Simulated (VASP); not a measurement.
SnO2 (Cassiterite):

```xyz
6
Lattice="4.7380 0.0000 0.0000 0.0000 4.7380 0.0000 0.0000 0.0000 3.1865" Properties=species:S:1:pos:R:3 pbc="T T T"
Sn    2.3690    2.3690    1.5933
Sn    0.0000    0.0000    0.0000
O     3.8240    0.9140    1.5933
O     3.2830    3.2830    0.0000
O     0.9140    3.8240    1.5933
O     1.4550    1.4550    0.0000
```

* Program: VASP 6.6.1
* Task: relaxation of cell and atoms
* Functional: PBE
* Potentials or basis: VASP PAW PBE potentials, release 64 (Sn_d, O)
* Cutoff: 600 eV
* k mesh: 6 × 6 × 8
* Occupations: fermi-dirac, width 0.05 eV
* Spin: no spin polarisation

At the start: pressure 11.6 GPa; volume 11.92 Å³/atom.

Q: How do energy, volume and symmetry change on relaxing?

A: Over 7 steps the energy falls by 23.7 meV/atom and the volume is 12.61 Å³/atom (+5.8 %); space group P4_2/mnm (No. 136, to 0.05 Å).

Step by step:
```tsv
step	energy change (eV)	largest force (eV/Å)	pressure (GPa)	volume (Å³)
1	0.0000	0.2934	11.60	71.53
2	0.0628	0.3608	-10.54	80.85
3	-0.1403	0.0643	-0.01	75.52
4	-0.1403	0.0585	0.19	75.44
5	-0.1420	0.0043	0.08	75.58
6	-0.1421	0.0181	0.03	75.64
7	-0.1422	0.0025	-0.04	75.67
```

Final structure:
```
Sn O
1.0
     4.83041    0.00000    0.00000
     0.00000    4.83041    0.00000
     0.00000    0.00000    3.24290
Sn O
2 4
Cartesian
  2.4152 2.4152 1.6215
  4.8304 4.8304 0.0000
  3.8960 0.9344 1.6215
  3.3496 3.3496 3.2429
  0.9344 3.8960 1.6215
  1.4808 1.4808 0.0000
```
